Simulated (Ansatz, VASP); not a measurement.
# RuS2 (Laurite): VASP beside Ansatz

One calculation is typed for both programs; each brings its own data sets. How far apart do they land? The cell is taken from a series of runs on this material, whose earlier steps may have relaxed, scaled, displaced or heated it; both programs get it as it stands.

Program: Ansatz 0.2.0. Level of theory: plane waves, with VASP 6.6.1 beside it; relaxation of cell and atoms at PBE with D3(BJ). Results are calculated unless marked as measured.

## 1. Set-up

The structure is cubic, space group Pa-3 (No. 205). Conventional cell: a = 5.611 Å, b = 5.611 Å, c = 5.611 Å, α = 90.00°, β = 90.00°, γ = 90.00°. Ru has 6 S at 2.35 Å nearest. Nearest to S lie 1 S at 2.17 Å and 3 Ru at 2.35 Å. Farther neighbours and most contacts between anions are not listed.

## 2. Ansatz: relaxation of cell and atoms, PBE with D3(BJ)

Ansatz runs on its default PAW (the set named soft_2) files.

The relaxed volume is the usual yardstick between codes: in a stiff, nearly cubic crystal its relative difference is about their pressure difference at one cell divided by the bulk modulus.

File input.yaml:

```yaml
crystal:
  lattice:
    - [5.6106, 0.0, 0.0]
    - [0.0, 5.6106, 0.0]
    - [0.0, 0.0, 5.6106]
  atoms:
    - { symbol: Ru, position: [0.0, 0.0, 0.0] }
    - { symbol: Ru, position: [0.5, 0.0, 0.5] }
    - { symbol: Ru, position: [0.5, 0.5, 0.0] }
    - { symbol: Ru, position: [0.0, 0.5, 0.5] }
    - { symbol: S, position: [0.38831, 0.38831, 0.38831] }
    - { symbol: S, position: [0.11169, 0.61169, 0.88831] }
    - { symbol: S, position: [0.88831, 0.11169, 0.61169] }
    - { symbol: S, position: [0.61169, 0.88831, 0.11169] }
    - { symbol: S, position: [0.61169, 0.61169, 0.61169] }
    - { symbol: S, position: [0.88831, 0.38831, 0.11169] }
    - { symbol: S, position: [0.11169, 0.88831, 0.38831] }
    - { symbol: S, position: [0.38831, 0.11169, 0.88831] }
kpoints:
  mp_grid: { grid: [4, 4, 4] }
hamiltonian:
  xc: pbe
  dispersion: d3bj
scf:
  occupations: { method: gaussian, width: 0.02 }
output:
  forces: true
  stress: true
  eigenvalues: true
  write_density: true
  write_potential: true
  elf: true
  volumetric_format: npy
relax:
  adjacent_minimum: "off"
  f_tol: 0.005
  max_steps: 60
  cell: { stress_tol: 0.03 }
```

The run is started by

```
ansatz run input.yaml --threads 4 --pin off --max-ram 16384MiB --backend cpu --events-out ev --progress --plain --runs-dir out
```

Numbers of over 12 decimals in the logs are rounded to 6 here.

Log:

```text
Engine: ansatz 0.2.0, aarch64-unknown-linux-gnu
Pseudopotentials: kind: paw
Pseudopotential: Ru, paw, valence charge 16, recommended cutoff 420 eV (normal), Ru.paw.azcp
Pseudopotential: S, paw, valence charge 6, recommended cutoff 420 eV (normal), S.paw.azcp
Functional definition: PBE
  parameter kappa = 0.804
  parameter beta = 0.066725
  exchange = pbe_x(kappa = kappa, mu = beta*pi^2/3)
  correlation = pbe_c(beta = beta)
Crystal: 12 atoms, lattice volume = 176.615 Å³
Basis set: ecut = 420 eV, 3407 PW (Γ), exchange–correlation on 80×80×80 points (8 copies of the dense FFT grid, shifted against one another)
Bands: 68, of which v1, the nominal top of the filled ones, is band 56 counted from 1 (55 counted from 0)
Symmetry: 24 space group operations
Space group: Pa-3 (ITA 205), of the structure as read, at distance tolerance 5.6e-5 Å
k-points: 11 of 64
Non-local potential: Ru, projectors of the file, l = 0: 3, l = 1: 2, l = 2: 2, l = 3: 1
Non-local potential: S, projectors of the file, l = 0: 2, l = 1: 2, l = 2: 2
PAW form: soft (Blöchl's): semilocal exchange-correlation on the pseudo side does not see the compensation charge
PAW one-centre angular grid: Ru, 590 points (default); XC on 64 Gauss nodes
PAW one-centre angular grid: S, 110 points (default); XC on 64 Gauss nodes
Initial density: superposition of atomic densities (neutral atoms: chi_scale 0, normalization atom), corrected by the library's trained network
Initial wavefunctions: pseudopotential atomic-orbital guess
Functional: x = pbe(κ = 0.804, μ = 0.219515), c = pbe(β = 0.066725)
SCF iter   1: F=—  HF=-30743.606743 eV  |F-HF|=—  |Δ(HF+E_count)|=         —  Δρ=2.44e-3  dr2=9.10e-3  ethr=1.77e-3  ⟨swp⟩=6.3  Hψ=2854  notcnv=0
preconditioner: auto → Resta (q_TF=auto, 2.529 Å⁻¹)  ε∞=10.1  [insulator: Δε(μ)=0.777 eV  Ē_g=8.289 eV  σ=0.020 eV  W_gap=1.00  n_scr=56 (ndim 8)  ℏωp=25.0 eV  f_vac=0.000  D(μ)=0.00/eV (n_scr^D=0)  ε∞_Penn≈10.1]
SCF iter   2: F=—  HF=-30743.604619 eV  |F-HF|=—  |Δ(HF+E_count)|=   2.12e-3  Δρ=1.27e-3  dr2=1.66e-3  ethr=8.12e-6  ⟨swp⟩=2.3  Hψ=1499  notcnv=0  defer=26
SCF iter   3: F=—  HF=-30743.605559 eV  |F-HF|=—  |Δ(HF+E_count)|=   9.41e-4  Δρ=2.23e-4  dr2=7.72e-5  ethr=1.49e-6  ⟨swp⟩=2.0  Hψ=968  notcnv=0  defer=26
SCF iter   4: F=—  HF=-30743.604727 eV  |F-HF|=—  |Δ(HF+E_count)|=   8.32e-4  Δρ=7.29e-5  dr2=8.72e-6  ethr=6.89e-8  ⟨swp⟩=2.2  Hψ=1052  notcnv=0  defer=26
iter 5 did not close the SCF: its close was put off for the readings that it lacked (scf_convergence_deferred on its scf_iter line)
SCF iter   5: F=-30743.604728 eV  HF=-30743.604728 eV  |F-HF|=3.09e-8  |Δ(HF+E_count)|=   9.23e-7  Δρ=7.27e-6  dr2=5.47e-8  ethr=7.79e-9  ⟨swp⟩=2.0  Hψ=1064  notcnv=0  defer=26
SCF iter   6: F=-30743.604728 eV  HF=-30743.604728 eV  |F-HF|=1.50e-9  |Δ(HF+E_count)|=   4.45e-8  Δρ=1.31e-6  dr2=1.66e-9  ethr=4.88e-11  ⟨swp⟩=8.8  Hψ=5011  notcnv=0
SCF 1 converged in 6 iterations: F = -30743.604728 eV  dr2 = 1.66e-9
  greatest PAW one-centre occupation: 0.998 electrons in one spin orbital (limit 2), on the Ru atom at site 3 (counted from 0), in its partial waves of l = 0
relax step   1: F+E_penalty+E_count = -30743.60472783 eV  Δ(F+E_penalty+E_count) = +0.000e0 eV  max|allowed force component| = 1.508e-1 eV/Å  Δτ_max = 0.0000 Å  P = -1.371 GPa  Ω = 176.615 Å³  (6 SCF iters, dr2 threshold 1.00e-7 eV, accepted)
Crystal: 12 atoms, lattice volume = 174.987 Å³
Initial density: handed on by an earlier stage of this run
Initial wavefunctions: those handed on with the density
iter 1 solved again at ethr=1.74e-6 eV; its pass at ethr=3.10e-3 eV (dr2=1.95e-3 eV) is discarded
SCF iter   1: F=—  HF=-30743.623811 eV  |F-HF|=—  |Δ(HF+E_count)|=         —  Δρ=1.43e-3  dr2=2.23e-3  ethr=1.74e-6  ⟨swp⟩=2.0  Hψ=3129  notcnv=0
preconditioner: auto → Resta (q_TF=auto, 2.533 Å⁻¹)  ε∞=10.1  [insulator: Δε(μ)=0.656 eV  Ē_g=8.343 eV  σ=0.020 eV  W_gap=1.00  n_scr=56 (ndim 8)  ℏωp=25.1 eV  f_vac=0.000  D(μ)=0.00/eV (n_scr^D=0)  ε∞_Penn≈10.1]
SCF iter   2: F=—  HF=-30743.623557 eV  |F-HF|=—  |Δ(HF+E_count)|=   2.55e-4  Δρ=7.31e-4  dr2=4.79e-4  ethr=1.74e-6  ⟨swp⟩=1.0  Hψ=748  notcnv=0
[...]
eigensolver tolerance schedule: the retry pair's looser diagonalisation over-reported the residual by 2655.96 of it (diagonalisation noise at 0.24 of the residual, at the tolerance the schedule requests for it); recorded, not acted on — ethr = c·dr2/N_el stays at c = 1.0e-1
preconditioner: auto → Resta (q_TF=auto, 2.532 Å⁻¹)  ε∞=10.1  [insulator: Δε(μ)=0.582 eV  Ē_g=8.309 eV  σ=0.020 eV  W_gap=1.00  n_scr=56 (ndim 8)  ℏωp=25.1 eV  f_vac=0.000  D(μ)=0.00/eV (n_scr^D=0)  ε∞_Penn≈10.1]
[...]
SCF iter   3: F=—  HF=-30743.626327 eV  |F-HF|=—  |Δ(HF+E_count)|=   8.67e-9  Δρ=2.83e-6  dr2=2.40e-9  ethr=1.83e-11  ⟨swp⟩=1.8  Hψ=1143  notcnv=0
iter 4 did not close the SCF: its close was put off for the readings that it lacked (scf_convergence_deferred on its scf_iter line)
SCF iter   4: F=-30743.626327 eV  HF=-30743.626327 eV  |F-HF|=3.64e-12  |Δ(HF+E_count)|=   1.55e-9  Δρ=9.68e-8  dr2=4.33e-12  ethr=2.15e-12  ⟨swp⟩=2.2  Hψ=1311  notcnv=0
iter 5 did not close the SCF: its close was put off for the readings that it lacked (scf_convergence_deferred on its scf_iter line)
SCF iter   5: F=-30743.626327 eV  HF=-30743.626327 eV  |F-HF|=0.00e0  |Δ(HF+E_count)|=  1.09e-11  Δρ=1.81e-8  dr2=5.24e-13  ethr=1.00e-12  ⟨swp⟩=1.0  Hψ=748  notcnv=0
iter 6 did not close the SCF: its close was put off for the readings that it lacked (scf_convergence_deferred on its scf_iter line)
SCF iter   6: F=-30743.626327 eV  HF=-30743.626327 eV  |F-HF|=7.28e-12  |Δ(HF+E_count)|=    0.00e0  Δρ=3.75e-9  dr2=1.79e-14  ethr=1.00e-12  ⟨swp⟩=1.0  Hψ=748  notcnv=0
iter 7 did not close the SCF: its close was put off for the readings that it lacked (scf_convergence_deferred on its scf_iter line)
SCF iter   7: F=-30743.626327 eV  HF=-30743.626327 eV  |F-HF|=1.09e-11  |Δ(HF+E_count)|=  1.46e-11  Δρ=1.17e-9  dr2=2.34e-15  ethr=1.00e-12  ⟨swp⟩=1.0  Hψ=748  notcnv=0
SCF iter   8: F=-30743.626327 eV  HF=-30743.626327 eV  |F-HF|=7.28e-12  |Δ(HF+E_count)|=  7.28e-12  Δρ=2.38e-10  dr2=5.52e-17  ethr=1.00e-12  ⟨swp⟩=2.0  Hψ=2148  notcnv=0
SCF 5 converged in 8 iterations: F = -30743.626327 eV  dr2 = 5.52e-17
relax step   5: F+E_penalty+E_count = -30743.62632728 eV  Δ(F+E_penalty+E_count) = +3.436e-4 eV  max|allowed force component| = 4.521e-3 eV/Å  Δτ_max = 0.0000 Å  P = +0.017 GPa  Ω = 175.299 Å³  stress off target by 1.67e-2 GPa  SCF on the basis re-selected at this cell (its energy is not comparable with the rows above)  (8 SCF iters)
basis re-selected at this cell: Δ(F+E_penalty+E_count) = +3.436e-4 eV, ΔP = +0.002 GPa vs the last step (what re-selecting the basis moved, of the pressure what is left beyond the Pulay correction that the steps carried, after the strain that the cell walked since its last selection, with what the two solves' SCF thresholds leave and, on support functions, any second-order correction that the steps lacked; it is no m [...]
SCF converged after 8 iterations
Free energy (F): -30743.626327 eV
Harris-Foulkes:  -30743.626327 eV  (|F-HF|=7.28e-12)
Internal energy: -30743.626327 eV  (E = F + TS)
E sigma→0 (E₀):  -30743.626327 eV
Fermi energy:    13.825845 eV
--- Per-component energies (eV) ---
  E_band       = -477.905720
  E_kinetic    = 2938.302794
  E_local      = -8101.823258  (includes V_loc(G=0)·N_el)
  E_nonlocal   = 1602.319430
  E_hartree    = 2841.162544
  E_xc         = -1547.797342
  E_vxc        = -1669.233000  (∫ρ·V_xc dr)
  E_paw        = -18647.971972  (= ΣΔE_a)
  E_vpaw       = -929.796043  (= ΣTr[D̂ρ^β])
  E_aug_tail   = -0.000732  (compensation charges beyond the density's cutoff)
  E_ewald      = -9822.120899
  E_disp       = -5.696893  (pairwise vdW)
  E_smearing   = -0.000000  (= −TS)
  E_closure    = -0.000000  (closes the sum)
  Σ components = -30743.626327   (vs F -30743.626327, Δ=0.00e0)
--- Forces (eV/Å), atoms counted from 1 ---
  atom   1  Ru     0.00000000     0.00000000    -0.00000000
  atom   2  Ru     0.00000000    -0.00000000    -0.00000000
  atom   3  Ru    -0.00000000    -0.00000000    -0.00000000
  atom   4  Ru    -0.00000000     0.00000000    -0.00000000
  atom   5  S      0.00452070     0.00452070     0.00452070
  atom   6  S     -0.00452070    -0.00452070     0.00452070
  atom   7  S      0.00452070    -0.00452070    -0.00452070
  atom   8  S     -0.00452070     0.00452070    -0.00452070
  atom   9  S     -0.00452070    -0.00452070    -0.00452070
  atom  10  S      0.00452070     0.00452070    -0.00452070
  atom  11  S     -0.00452070     0.00452070     0.00452070
  atom  12  S      0.00452070    -0.00452070     0.00452070
  max |Σ_I F_I| component: 6.07e-18 eV/Å
--- Stress (GPa, compression-positive) ---
        0.016729      -0.000000       0.000000
       -0.000000       0.016729       0.000000
        0.000000       0.000000       0.016729
  P = ⅓ Tr σ = 0.0167 GPa (0.167 kbar)
--- Band table (eV; the first three rows and the last of 11) ---
  k-point 0: bands = [... 52 lower, 12.9882, 12.9882, 12.9882, 13.2994, 14.1160, 16.1638, 16.1638, 16.1638, ... 8 higher]
  k-point 1: bands = [... 52 lower, 12.9668, 13.0906, 13.2966, 13.3717, 14.7964, 15.7544, 16.0368, 16.0643, ... 8 higher]
  k-point 2: bands = [... 52 lower, 13.2553, 13.2553, 13.5345, 13.5345, 15.6075, 15.6075, 15.7735, 15.7735, ... 8 higher]
  k-point 10: bands = [... 52 lower, 12.8291, 12.8291, 12.8291, 12.8291, 15.8639, 15.8639, 15.8639, 15.8639, ... 8 higher]
--- Relaxed structure (4 steps of the walk, 4 accepted, 1 SCFs on fresh bases) ---
  F+E_penalty+E_count = -30743.62632728 eV   max|allowed force component| = 4.521e-3 eV/Å   (the final SCF, on the basis selected at the relaxed cell)
  cell:  # Å, volume = 175.2986 Å³
    - [5.596624, 0, 0]
    - [0, 5.596624, 0.0]
    - [0, 0.0, 5.596624]
  atoms:
    - { symbol: Ru, position: [0, 0, 0] }
    - { symbol: Ru, position: [0.5, 0, 0.5] }
    - { symbol: Ru, position: [0.5, 0.5, 0] }
    - { symbol: Ru, position: [0, 0.5, 0.5] }
    - { symbol: S, position: [0.386662, 0.386662, 0.386662] }
    - { symbol: S, position: [0.113338, 0.613338, 0.886662] }
    - { symbol: S, position: [0.886662, 0.113338, 0.613338] }
    - { symbol: S, position: [0.613338, 0.886662, 0.113338] }
    - { symbol: S, position: [0.613338, 0.613338, 0.613338] }
    - { symbol: S, position: [0.886662, 0.386662, 0.113338] }
    - { symbol: S, position: [0.113338, 0.886662, 0.386662] }
    - { symbol: S, position: [0.386662, 0.113338, 0.886662] }
```

Reading the cycles: dr2 is the Hartree energy of the density residual (eV), the measure of convergence; HF is the Harris–Foulkes estimate of the energy, which meets the free energy F at convergence.

[end of part 1 of 2]

[Lines on the potential files, build, host, timing and source positions are cut from VASP's logs without a mark.]

[Logs are printed without paths, hosts, clocks, repeated set-up lines and the standing remarks that a program may print on its own settings, such as how far it seeks lower states.]

[Hosts, paths, dates, database ids (printed as entryN), source tags and the programs' standing remarks are cut or masked in the printed files.]
